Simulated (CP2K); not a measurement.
GaN:

```
Ga N
1.0
     2.98064    0.00000    0.00000
    -1.49032    2.58131    0.00000
     0.00000    0.00000    2.68337
Ga N
1 1
Direct
  0.66667 0.33333 0.50000
  0.00000 0.00000 0.00000
```

The cell was built by a generator and needn't be a form met in nature.

Program: CP2K 2026.2. Alike in all runs: task band structure; no spin polarisation; cell as given; k mesh 10 × 10 × 10.

Order these runs on this cell by their pressure, lowest first.
A. level r2SCAN; potentials or basis POTENTIAL_UZH Ga GTH-SCAN-q13, N GTH-SCAN-q5; TZVP-MOLOPT-SCAN-GTH basis; smearing fermi-dirac 0.0259 eV; points a segment of the path (NPOINTS) 6; bands added on the path 4; CUTOFF of the grids 675 Ry
B. level PBEsol; potentials or basis POTENTIAL_UZH Ga GTH-PBE-q13, N GTH-PBE-q5; TZVP-MOLOPT-PBE-GTH basis; smearing fermi-dirac 0.05 eV; points a segment of the path (NPOINTS) 8; bands added on the path 6; CUTOFF of the grids 450 Ry
C. level LDA; potentials or basis GTH_POTENTIALS Ga GTH-PADE-q13, N GTH-PADE-q5; TZVP-MOLOPT-PBE-GTH basis; smearing fermi-dirac 0.05 eV; points a segment of the path (NPOINTS) 6; bands added on the path 4; CUTOFF of the grids 450 Ry

C (-9.2 GPa), A (-6.7 GPa), B (-3.5 GPa).

Caveats: the basis of atomic orbitals isn't converged, which shifts pressures, moduli and gaps; the potentials were made for another functional, which shifts forces and pressure (some runs).
